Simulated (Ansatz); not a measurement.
Isolated molecules relaxed with PBE0-D4/def2-TZVP in Ansatz; ΔE leaves out vibrations. CBS: MP2 limit from def2 TZ/QZ plus the TZ coupled-cluster correction, frozen cores. Functionals use def2-TZVPP. B3LYP here is the variant with VWN-RPA as its local correlation; programs differ in this. One conformer a species, not always the lowest.

Consider the formal exchange of groups at the Al–Si bond: `[BH2][Al]([NH2])[SiH3]` + `N=C(N)O` → `[BH2][Al]([NH2])[NH2]` + `N=C(O)[SiH3]`.

Question: Is it downhill or uphill in electronic energy at CCSD(T)/CBS, and by how much? (An estimate is asked.)

Answer: Ansatz gave: Downhill: ΔE = -21.4 kcal/mol.

Question: What do these levels give: B3LYP-D4, BLYP, r2SCAN, BHLYP, HF/def2-SVP, HF/def2-TZVPP, MP2/def2-TZVPP, CCSD/def2-TZVPP, MP2/def2-QZVPP, HF/CBS(def2), MP2/CBS(def2), CCSD/CBS(def2)? (Estimate.)

Answer: Ansatz gave: B3LYP-D4 -19.3, BLYP -19.4, r2SCAN -17.1, BHLYP -19.1, HF/def2-SVP -14.0, HF/def2-TZVPP -18.8, MP2/def2-TZVPP -22.2, CCSD/def2-TZVPP -20.0, MP2/def2-QZVPP -23.1, HF/CBS(def2) -19.5, MP2/CBS(def2) -23.4, CCSD/CBS(def2) -21.3 kcal/mol.

Largest T1 diagnostic among the species: 0.014.

Leaving LDA and LC-ωPBE aside and taking each functional with its dispersion term where it has one, the values, not all of them listed here, spread over 6.2 kcal/mol, from B2PLYP to HSE06-D4. LDA lies +1.8 kcal/mol from PBE without D4. At CCSD(T), def2-SVP lies +6.2 kcal/mol from the extrapolated value and def2-TZVPP +1.3 kcal/mol. In def2-TZVPP, CCSD(T) changes the Hartree–Fock value by −1.3 kcal/mol (the triples alone add −0.1 kcal/mol) and MP2 by −3.4 kcal/mol.
